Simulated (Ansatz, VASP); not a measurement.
One calculation of C, two programs

INCAR

```
SYSTEM = C
PREC = Accurate
ENCUT = 520
EDIFF = 1E-6
ISMEAR = 0
SIGMA = 0.014
LREAL = .False.
LASPH = .True.
NELM = 60
ALGO = Fast
ISIF = 2
LWAVE = .False.
LCHARG = .True.
GGA = PE
LELF = .True.
LVHAR = .True.
```

Contents of KPOINTS:

```
Automatic mesh
0
Gamma
  13 13 13
  0 0 0
```

File POSCAR:

```
C
1.0
    0.0000000000      1.7833700000      1.7833700000
    1.7833700000      0.0000000000      1.7833700000
    1.7833700000      1.7833700000      0.0000000000
C
2
Direct
    0.7500000000      0.7500000000      0.7500000000
    0.5000000000      0.5000000000      0.5000000000
```

input.yaml

```yaml
crystal:
  lattice:
    - [0.0, 1.78337, 1.78337]
    - [1.78337, 0.0, 1.78337]
    - [1.78337, 1.78337, 0.0]
  atoms:
    - { symbol: C, position: [0.75, 0.75, 0.75] }
    - { symbol: C, position: [0.5, 0.5, 0.5] }
hamiltonian:
  xc: pbe
  pseudopotentials: { kind: paw }
kpoints:
  mp_grid: { grid: [13, 13, 13] }
scf:
  occupations: { method: gaussian, width: 0.014 }
output:
  forces: true
  stress: true
  eigenvalues: true
```

This isn't the form of C at room conditions, which is graphite.

Alike in both runs: task single point; functional PBE; k mesh 13 × 13 × 13; occupations gaussian, width 0.014 eV; no spin polarisation.

|  | VASP | Ansatz |
| --- | --- | --- |
| version | VASP 6.6.1 | Ansatz 0.2.0 |
| potentials or method | VASP PAW PBE potentials, release 64 (C) | Ansatz PAW |
| plane-wave cutoff (eV) | 520 | 420 |
| valence electrons in the cell | 8 | 8 |

Ansatz gave:

```
gap on the k mesh at the Fermi level (eV) : 4.15
least direct gap on the mesh (eV)         : 5.59
pressure (GPa)                            : 1.8
```

**Question.** Estimate VASP's values.

**Answer.** gap on the k mesh at the Fermi level (eV): 4.14; least direct gap on the mesh (eV): 5.59; pressure (GPa): 2.5.

Caveats: an odd mesh through Γ misses points on the zone boundary, where band edges often lie (VASP); odd divisions of the mesh miss points on the zone boundary, where band edges often lie, so the gap on the mesh can be too wide (Ansatz); the pressure holds a Pulay correction of +1.0 GPa for the finite cutoff (Ansatz). A hybrid or GW would open this gap; PBE tends to underestimate it.
